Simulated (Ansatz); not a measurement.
Crystal: TiO.

```
Ti O
1.0
     2.85161    0.00000    0.00000
    -1.42580    2.46956    0.00000
     0.00000    0.00000    5.56750
Ti O
2 2
Direct
  0.66667 0.33333 0.75000
  0.33333 0.66667 0.25000
  0.00000 0.00000 0.50000
  0.00000 0.00000 0.00000
```

The cell comes from a database or a generator and needn't be the stable form of this composition.

```yaml
Program: Ansatz 0.2.0
Task: relaxation of cell and atoms
Functional: PBE0
Potentials_or_basis: Ansatz PAW
Cutoff: "420 eV (not typed: the program's choice for these potentials)"
k_mesh: 6 × 6 × 4
Occupations: fermi-dirac, width 0.05 eV
Spin: no spin polarisation
```

At the start: volume 9.80 Å³/atom.

**Question.** How do energy, volume and symmetry change on relaxing?

**Answer.** It ends after 7 steps and the volume is 9.44 Å³/atom (-3.7 %); space group P6_3/mmc (No. 194, to 0.05 Å).

Step by step:
```csv
step,energy change (eV),largest force (eV/Å),volume (Å³)
1,0.0000,0.0000,39.21
2,-0.0378,0.0000,37.95
3,-0.0469,0.0000,37.77
4,-0.0469,0.0000,37.80
5,-0.0434,0.0000,37.80
6,-0.0435,0.0000,37.78
7,-0.0433,0.0000,37.78
```

Final structure:
```yaml
crystal:
  lattice:
    - [2.80807, 0.00000, 0.00000]
    - [-1.40403, 2.43186, 0.00000]
    - [0.00000, 0.00000, 5.53180]
  atoms:
    - { symbol: Ti, position: [0.66667, 0.33333, 0.75000] }
    - { symbol: Ti, position: [0.33333, 0.66667, 0.25000] }
    - { symbol: O, position: [0.00000, 0.00000, 0.50000] }
    - { symbol: O, position: [0.00000, 0.00000, 0.00000] }
```

Caveat: the k mesh is coarse (spacing up to 0.42 Å⁻¹), so the values aren't converged, least of all with exact exchange; the plane-wave basis is chosen anew once the cell has moved, so the energies of steps on either side of that aren't comparable; the pressure holds a Pulay correction of +0.5 GPa for the finite cutoff; the PAW data sets come from PBE, with cores solved anew for the run's functional, which leaves a small shift of forces and pressure.
